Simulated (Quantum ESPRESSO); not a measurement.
Input of a Quantum ESPRESSO 7.5 run:

File pw.in:

```
&CONTROL
  calculation = 'vc-relax'
  prefix = 'pwscf'
  outdir = './tmp'
  pseudo_dir = './pseudo'
  tprnfor = .true.
  tstress = .true.
  disk_io = 'low'
  nstep = 40
  forc_conv_thr = 0.0004
  etot_conv_thr = 1d-05
/
&SYSTEM
  ibrav = 0
  nat = 2
  ntyp = 2
  ecutwfc = 52
  ecutrho = 414
  nbnd = 14
  occupations = 'smearing'
  smearing = 'fd'
  degauss = 0.00367493
/
&ELECTRONS
  conv_thr = 4d-10
  electron_maxstep = 120
  mixing_beta = 0.5
/
&IONS
  ion_dynamics = 'bfgs'
/
&CELL
  cell_dynamics = 'bfgs'
  press = 100
  press_conv_thr = 0.3
/
ATOMIC_SPECIES
Ti    47.8670 ti_pbesol_v1.4.uspp.F.UPF
Si    28.0850 si_pbesol_v1.uspp.F.UPF
CELL_PARAMETERS angstrom
   1.8161780000   -2.1176240000    0.0000000000
   1.8161780000    2.1176240000    0.0000000000
   0.0000000000    0.0000000000    3.8039340000
ATOMIC_POSITIONS crystal
Ti     0.5000000000    0.5000000000    0.0000000000
Si     0.0000000000    0.0000000000    0.5000000000
K_POINTS automatic
10 10 7 0 0 0
```

Potentials or basis: GBRV 1.5 PBEsol.

Run with:

```bash
$ OMP_NUM_THREADS=1 mpirun -n 2 pw.x -nk 2 -in pw.in > pw.out
```

(1) Predict the relaxed volume.

(2) What does it give for the relaxed cell?

(3) What does it give for the band gap on the k mesh?

Results:

(1) 13.26 Å³/atom.

(2) a = 2.669 Å, b = 2.669 Å, c = 3.752 Å, α = 90.00°, β = 90.00°, γ = 97.10°.

(3) none (metal or under the smearing width).
